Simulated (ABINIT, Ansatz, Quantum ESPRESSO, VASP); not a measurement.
**HfO2: programs and potentials compared**

```
CELL_PARAMETERS angstrom
5.21946 0.00000 0.00000
0.00000 5.00476 0.00000
0.00000 0.00000 5.03269
ATOMIC_POSITIONS crystal
Hf 0.96699 0.73252 0.74144
Hf 0.53301 0.73252 0.24144
Hf 0.46699 0.26748 0.74144
Hf 0.03301 0.26748 0.24144
O 0.63213 0.92865 0.87927
O 0.86787 0.92865 0.37927
O 0.23395 0.53988 0.49229
O 0.26605 0.53988 0.99229
O 0.76605 0.46012 0.99229
O 0.73395 0.46012 0.49229
O 0.13213 0.07135 0.87927
O 0.36787 0.07135 0.37927
```

Measurements of this composition are mostly on another form, of space group No. 14.

Alike in all runs: task single point; functional PBE; k mesh 5 × 6 × 5; occupations fermi-dirac, width 0.05 eV; no spin polarisation; no spin-orbit coupling. Pressure is positive in compression and, in plane waves, holds the error of the finite cutoff.

| program and potentials | plane-wave cutoff (eV) | notes | pressure (GPa) | largest force (eV/Å) |
| --- | --- | --- | --- | --- |
| Ansatz, all-electron LAPW, scalar-relativistic | - | - | 9.77 | 0.117 |
| Quantum ESPRESSO, SSSP 1.3 efficiency PBE | 816 | 8 valence electrons an atom on average | 7.63 | 0.085 |
| ABINIT, JTH PAW PBE v2.0 | 626 | 8 valence electrons an atom on average | 6.66 | 0.085 |
| VASP, PBE PAW files Hf_pv, O, 520 eV | 520 | 7.33 valence electrons an atom on average | 6.33 | 0.070 |

Force on atom 7 (O), eV/Å:

```json
{"program and potentials": "Ansatz, all-electron LAPW, scalar-relativistic", "x": "0.034", "y": "0.078", "z": "-0.081"}
{"program and potentials": "Quantum ESPRESSO, SSSP 1.3 efficiency PBE", "x": "0.014", "y": "0.060", "z": "-0.059"}
{"program and potentials": "ABINIT, JTH PAW PBE v2.0", "x": "0.030", "y": "0.058", "z": "-0.056"}
{"program and potentials": "VASP, PBE PAW files Hf_pv, O, 520 eV", "x": "0.021", "y": "0.040", "z": "-0.053"}
```

The pressure spans 6.33 (VASP, PBE PAW files Hf_pv, O, 520 eV) to 9.77 GPa (Ansatz, all-electron LAPW, scalar-relativistic), with all-electron results at 9.77.

Differences between rows come from potentials, basis sets and numerical settings, since the functional is the same but for its coding. Runs on potential files found faulty are left out.

All four calculations place this polar orthorhombic cell under compression, so PBE would favour a larger volume. This fits the functional's usual underbinding in oxides: its gradient correction tends to weaken the Hf–O bonds and lengthen them. The cell therefore probably comes from a functional or a measurement that gives shorter lattice constants.

The residual forces are modest, and those on oxygen atom 7 keep the same signs along all three axes. This suggests that the internal coordinates lie fairly near their PBE optimum for the fixed cell, and that the mismatch is mainly one of volume. The direction of relaxation is thus better established than its size, as the pressure runs from 6.33 to 9.77 GPa. Among the plane-wave runs, pressure falls with cutoff, as incomplete-basis stress could produce, though the different potentials, including the treatment of Hf 5s, may contribute as well.

A single strained geometry leaves open whether PBE prefers this polar form to the monoclinic one.
